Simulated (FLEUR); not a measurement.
Runs of FLEUR MaX-R8.1 (later development tree) on Cu. Symmetry: Fm-3m, No. 225, cubic system. The conventional cell has a = 3.615 Å, b = 3.615 Å, c = 3.615 Å, α = 90.00°, β = 90.00°, γ = 90.00°. Cu (site symmetry m-3m) has 12 Cu at 2.56 Å as nearest neighbours. 

```csv
task,level,k mesh,gmax,muffin-tin radii,max iterations,mixing factor,mixer,kmax,mesh quality,V0 of scaled cells (Å³/atom),B0 (GPa)
equation of state,LDA exchange alone (X-alpha),13 × 13 × 13,13.9 1/bohr,Cu 2.19 bohr,-,-,-,4.47 1/bohr,not flagged,11.45,164
equation of state,PW91,13 × 13 × 13,12.2 1/bohr,Cu 2.19 bohr,-,-,-,3.93 1/bohr,not flagged,11.88,144
equation of state,LDA (Wigner correlation),13 × 13 × 13,12.2 1/bohr,Cu 2.19 bohr,-,-,-,3.93 1/bohr,not flagged,11.20,186
equation of state,PBEsol,13 × 13 × 13,13.9 1/bohr,Cu 2.19 bohr,-,-,-,4.47 1/bohr,not flagged,(b),(a)
```

Alike in all rows: potentials or basis all-electron, FLAPW; no spin polarisation; cell as given; smearing fermi-dirac 0.05 eV.

Question: Estimate the missing entries.

Answer: (a) 170; (b) 11.30.

Caveats: the plane-wave cutoff is short for the semicore states, which can make moduli rough (some runs).

The runs were made with more than one version of the program.
